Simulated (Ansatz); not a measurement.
PbF2 (Fluorocronite):

```
CELL_PARAMETERS angstrom
0.00000 2.96366 2.96366
2.96366 0.00000 2.96366
2.96366 2.96366 0.00000
ATOMIC_POSITIONS crystal
Pb 0.00000 0.00000 0.00000
F 0.75000 0.75000 0.75000
F 0.25000 0.25000 0.25000
```

Base run:

```yaml
Program: Ansatz 0.2.0
Functional: PBE0 form with a typed share of exact exchange
Potentials_or_basis: Ansatz PAW
Cutoff: "420 eV (not typed: the program's choice for these potentials)"
k_mesh: 5 × 5 × 5
Occupations: fermi-dirac, width 0.05 eV
Spin: no spin polarisation
```

Its results: band gap on the k mesh 5.76 eV, indirect (least direct gap 6.01 eV); pressure 1.5 GPa.

After a change of settings the same cell gave: band gap on the k mesh 7.39 eV, indirect (least direct gap 7.66 eV); pressure 0.1 GPa. Which change was it?
A. share of exact exchange from 0.15 to 0
B. share of exact exchange from 0.15 to 0.1
C. share of exact exchange from 0.15 to 0.35
D. share of exact exchange from 0.15 to 0.5

C.

Caveats: odd divisions of the mesh miss points on the zone boundary, where band edges often lie, so the gap on the mesh can be too wide; spin-orbit coupling is left out, which as a rule narrows the gap of such compounds by several tenths of an eV; the PAW data sets come from PBE, with cores solved anew for the run's functional, which leaves a small shift of forces and pressure; the thresholds are loose for stress.
